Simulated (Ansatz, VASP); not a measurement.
# Cross-check of ZnS (ZnS(110)) between VASP and Ansatz, part 3 of 3

One calculation is typed for both programs; each brings its own data sets and cutoff. How far apart do they land? The structure shown is the end of the VASP relaxation below.

VASP 6.6.1 and Ansatz 0.2.0.

So far: The starting structure; VASP: relaxation, PBE; Ansatz: single point, PBE; Differences; VASP: band structure, PBE.

## Step 5: VASP: band structure, PBE (continued)

Level of this step: PBE; plane waves and PAW (Zn, S) (VASP).

Numbers of over 12 decimals in the logs are rounded to 6 here.

Parts of OUTCAR (step 5):

```text
  Total       -1.0935463     -0.6053535     -1.0001251      0.0000000      0.0000000      0.0000000
  in kB       -2.6631258     -1.4742243     -2.4356160      0.0000000      0.0000000      0.0000000
  external PRESSURE =      -2.1909887 kB  Pullay stress =       0.0000000 kB

 POSITION                                       TOTAL-FORCE (eV/Angst)
 -----------------------------------------------------------------------------------
      0.00000      0.28542      8.40203        -0.000000      0.014637      0.010326
      1.92463      2.63773      9.78852         0.000000     -0.002971      0.016696
      0.00000      5.40691     11.85413        -0.000000      0.004416      0.015041
      1.92463      2.69568     13.74073         0.000000     -0.019477      0.017486
      0.00000      5.43237     15.69851        -0.000000     -0.008935     -0.000000
      1.92463      2.69568     17.65628         0.000000     -0.019477     -0.017486
      0.00000      5.40691     19.54288        -0.000000      0.004416     -0.015041
      1.92463      2.63773     21.60849         0.000000     -0.002971     -0.016696
      0.00000      0.28542     22.99498        -0.000000      0.014637     -0.010326
      0.00000      4.00774      9.92479        -0.000000      0.007621      0.002386
      1.92463      1.36042      7.83392        -0.000000      0.017741     -0.008701
      0.00000      4.05794     13.77226        -0.000000     -0.009421      0.024384
      1.92463      1.33222     11.80417        -0.000000      0.006788      0.021272
      0.00000      4.05794     17.62475        -0.000000     -0.009421     -0.024384
[...]
-----------------------------------------------------------------------------------
    total drift:                                0.000000      0.050403     -0.000227

  FREE ENERGIE OF THE ION-ELECTRON SYSTEM (eV)
  ---------------------------------------------------
  free  energy   TOTEN  =       -60.5514664641 eV

  energy  without entropy=      -60.5514664641  energy(sigma->0) =      -60.55146646

[... 2 parts as in an earlier step ...]

[... 1 further part left out ...]
[key lines of the parts left out:]
E-fermi :  -1.5398
```

## Step 6: Ansatz: band structure, PBE

The same cell, functional, mesh and smearing now go to Ansatz, which takes its cutoff from its data sets.

File input.yaml:

```yaml
crystal:
  lattice:
    - [3.8492525117, 0.0, 0.0]
    - [0.0, 5.443665107, 0.0]
    - [0.0, 0.0, 31.3970100467]
  atoms:
    - { symbol: Zn, position: [0.0, 0.0524317863, 0.2676061056] }
    - { symbol: Zn, position: [0.5, 0.4845504926, 0.3117660377] }
    - { symbol: Zn, position: [0.0, 0.9932477677, 0.3775559493] }
    - { symbol: Zn, position: [0.5, 0.4951950785, 0.4376446456] }
    - { symbol: Zn, position: [0.0, 0.997925621, 0.5] }
    - { symbol: Zn, position: [0.5, 0.4951950785, 0.5623553544] }
    - { symbol: Zn, position: [0.0, 0.9932477677, 0.6224440507] }
    - { symbol: Zn, position: [0.5, 0.4845504926, 0.6882339623] }
    - { symbol: Zn, position: [0.0, 0.0524317863, 0.7323938944] }
    - { symbol: S, position: [0.0, 0.7362215335, 0.3161060679] }
    - { symbol: S, position: [0.5, 0.2499092702, 0.2495116581] }
    - { symbol: S, position: [0.0, 0.7454431391, 0.4386486797] }
    - { symbol: S, position: [0.5, 0.2447288955, 0.3759646472] }
    - { symbol: S, position: [0.0, 0.7454431391, 0.5613513203] }
    - { symbol: S, position: [0.5, 0.2486184523, 0.5] }
    - { symbol: S, position: [0.0, 0.7362215335, 0.6838939321] }
    - { symbol: S, position: [0.5, 0.2447288955, 0.6240353528] }
    - { symbol: S, position: [0.5, 0.2499092702, 0.7504883419] }
hamiltonian:
  xc: pbe
  pseudopotentials: { kind: paw }
kpoints:
  mp_grid: { grid: [6, 5, 1] }
  band_path:
    path:
      - [0.0, 0.0, 0.0]
      - [0.07692, 0.0, 0.0]
      - [0.15385, 0.0, 0.0]
      - [0.26923, 0.0, 0.0]
      - [0.34615, 0.0, 0.0]
      - [0.42308, 0.0, 0.0]
      - [0.5, 0.0, 0.0]
      - [0.5, 0.07692, 0.0]
      - [0.5, 0.19231, 0.0]
      - [0.5, 0.26923, 0.0]
      - [0.5, 0.34615, 0.0]
      - [0.5, 0.46154, 0.0]
      - [0.5, 0.5, 0.0]
      - [0.42308, 0.5, 0.0]
      - [0.30769, 0.5, 0.0]
      - [0.23077, 0.5, 0.0]
      - [0.11538, 0.5, 0.0]
      - [0.03846, 0.5, 0.0]
      - [0.0, 0.5, 0.0]
      - [0.0, 0.38462, 0.0]
      - [0.0, 0.30769, 0.0]
      - [0.0, 0.23077, 0.0]
      - [0.0, 0.11538, 0.0]
      - [0.0, 0.03846, 0.0]
      - [0.03846, 0.03846, 0.0]
      - [0.11538, 0.11538, 0.0]
      - [0.19231, 0.19231, 0.0]
      - [0.30769, 0.30769, 0.0]
      - [0.38462, 0.38462, 0.0]
      - [0.5, 0.5, 0.0]
    npoints: 1
scf:
  occupations: { method: gaussian, width: 0.03 }
  n_extra_bands: 15
efield:
  axis: 3
  dipole_correction: true
  ramp_width: 0.04
output:
  forces: true
  eigenvalues: true
  write_density: true
  write_potential: true
  elf: true
  volumetric_format: npy
```

The run is started by

```bash
ansatz run input.yaml --threads 8 --pin off --max-ram 18432MiB --backend cpu --events-out ev --progress --plain --runs-dir out
```

Output:

```text
[...]
Crystal: 18 atoms, lattice volume = 657.894 Å³
Basis set: ecut = 420 eV, 12863 PW (Γ), exchange–correlation on 54×80×432 points (8 copies of the dense FFT grid, shifted against one another)
Bands: 96, of which v1, the nominal top of the filled ones, is band 81 counted from 1 (80 counted from 0)
Symmetry: 2 space group operations
[...]
k-point 1: bands = [... 77 lower, 0.0322, 0.0578, 0.0722, 0.1123, 3.1683, 3.3349, 3.6412, 3.9520, ... 11 higher]
  k-point 2: bands = [... 77 lower, -0.3559, -0.3505, -0.1854, -0.1792, 3.6738, 3.6925, 3.8600, 3.9568, ... 11 higher]
  k-point 11: bands = [... 77 lower, -0.7513, -0.6567, -0.4384, -0.3638, 3.6802, 3.9319, 3.9648, 4.5934, ... 11 higher]
[key lines of the parts left out:]
SCF converged after 7 iterations
Free energy (F): -38003.507388 eV
Fermi energy:    1.399550 eV
Dipole field:    D = -0.000001 V/Å  (p = -0.000004 e·Å, saw-weighted, corrected)
Work function:   Φ+ = 4.9690 eV   Φ− = 4.9690 eV
```

It took 41 s on 8 threads of Arm Neoverse V2, shared host; peak memory 3.7 GiB.

## Step 7: Differences

Compared:

| quantity | Ansatz | VASP | difference |
| --- | --- | --- | --- |
| gap over the path points (eV) | 2.177 | 2.177 | 0.000 |

Levels at points of the path, from each program's valence-band top (eV; 4 filled, then empty):

| k (reciprocal lattice) | Ansatz | VASP |
| --- | --- | --- |
| 0.000 0.000 0.000 | -0.15 -0.10 -0.05 0.00 2.18 2.70 3.36 | -0.16 -0.10 -0.05 0.00 2.18 2.70 3.36 |
| 0.077 0.000 0.000 | -0.29 -0.26 -0.16 -0.14 2.44 2.91 3.52 | -0.29 -0.26 -0.16 -0.14 2.44 2.92 3.52 |
| 0.154 0.000 0.000 | -0.60 -0.55 -0.34 -0.23 2.97 3.35 3.79 | -0.60 -0.55 -0.34 -0.23 2.97 3.36 3.78 |
| 0.269 0.000 0.000 | -0.96 -0.88 -0.66 -0.38 3.72 3.81 3.85 | -0.97 -0.88 -0.67 -0.38 3.72 3.81 3.85 |
| 0.346 0.000 0.000 | -1.27 -1.06 -0.78 -0.52 3.47 3.49 4.18 | -1.27 -1.06 -0.79 -0.52 3.48 3.49 4.18 |
| 0.423 0.000 0.000 | -1.38 -1.11 -0.87 -0.68 3.19 3.27 3.89 | -1.38 -1.11 -0.88 -0.68 3.19 3.27 3.90 |
| 0.500 0.000 0.000 | -1.37 -1.07 -0.91 -0.77 3.08 3.21 3.76 | -1.37 -1.07 -0.91 -0.77 3.08 3.21 3.76 |
| 0.500 0.077 0.000 | -1.33 -1.07 -0.90 -0.77 3.15 3.25 3.81 | -1.33 -1.07 -0.90 -0.77 3.15 3.25 3.82 |
| 0.500 0.192 0.000 | -1.19 -1.08 -0.86 -0.74 3.44 3.46 4.08 | -1.19 -1.08 -0.87 -0.75 3.44 3.46 4.08 |
| 0.500 0.269 0.000 | -1.09 -1.08 -0.82 -0.72 3.59 3.66 4.02 | -1.09 -1.08 -0.83 -0.73 3.58 3.66 4.02 |

At this near-relaxed geometry the largest component of a force difference is 33 meV/Å. Among the levels compared at these points, filled levels agree within 6 meV and empty ones within 4 meV.

## Step 8: What came out

| Property | Result |
| --- | --- |
| difference in gap on the k mesh (single point, PBE) | 5.4e-4 eV |
| r.m.s. force difference (single point, PBE) | 12 meV/Å |
| difference in gap over the path points (band structure, PBE) | 5.0e-4 eV |
| r.m.s. force difference (band structure, PBE) | 12 meV/Å |

The r.m.s. force difference is 12 meV/Å (single point, PBE), at about the 12 meV/Å picked in this series as the mark of a large difference. Such differences can come from data sets, numerical settings and the points named under the comparisons, not from the functional's error against experiment.

[Lines on the potential files, build, host, timing and source positions are cut from VASP's logs without a mark.]

[Logs are printed without paths, hosts, clocks, repeated set-up lines and the standing remarks that a program may print on its own settings, such as how far it seeks lower states.]

[Hosts, paths, dates, database ids (printed as entryN), source tags and the programs' standing remarks are cut or masked in the printed files.]
